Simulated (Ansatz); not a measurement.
## ZnAu: moving Zn off its site

ZnAu, Pm-3m, a = 3.147 Å (as given, not relaxed at this level: 4.8 GPa). The structure is a COD entry; whether it is the stable form wasn't checked. Ansatz: PBE, PAW, 420 eV, Γ-centred 16×16×16 mesh on 2 atoms, Gaussian smearing 0.15 eV; no spin polarisation.

```xyz
2
Lattice="3.1470 0.0000 0.0000 0.0000 3.1470 0.0000 0.0000 0.0000 3.1470" Properties=species:S:1:pos:R:3 pbc="T T T"
Zn    1.5735    1.5735    1.5735
Au    0.0000    0.0000    0.0000
```

Atom 1 (Zn) moves by x along the unit vector (0.000, 0.000, 1.000), with its periodic images; all else is held. y is the free energy of the cell over the start, F the force along the path summed over the moved atoms. Symmetry makes y even in x.

```
 x (Å) y (meV) F (eV/Å)
-0.200        ?         ?
-0.100     18.8      0.38
 0.000      0.0      0.00
 0.025      1.2     -0.09
 0.050      4.7     -0.19
 0.075     10.6     -0.28
 0.125     29.4     -0.47
 0.150     42.3     -0.56
 0.175     57.6     -0.66
```

Q: Fit y = c2 x² + c4 x⁴ to the energies of the other rows, give the force constant, and predict energy and force of the missing row.

A: Least squares on the rows shown. y = 1881 x² − 22.54 x⁴. The force constant is 2 c2 = 3.76 eV/Å², for the cell as given, at 4.8 GPa (for all images moving together, not for a lone atom). With two atoms in a cubic cell this is the optical mode at Γ (in a metal it hangs on mesh and smearing): ω = 521.5 √(2 c2/μ) = 144 cm⁻¹ for μ = 49.09 u. The force −dy/dx at the missing row is 0.75 eV/Å (computed 0.75). At x = -0.200 the fit asked for gives 75.2 meV. The run gave 75.3 meV, so the fit is 0.1 meV too low, a small miss on the scale of the series.

Spin–orbit coupling is left out, which can shift energies with elements as heavy as these.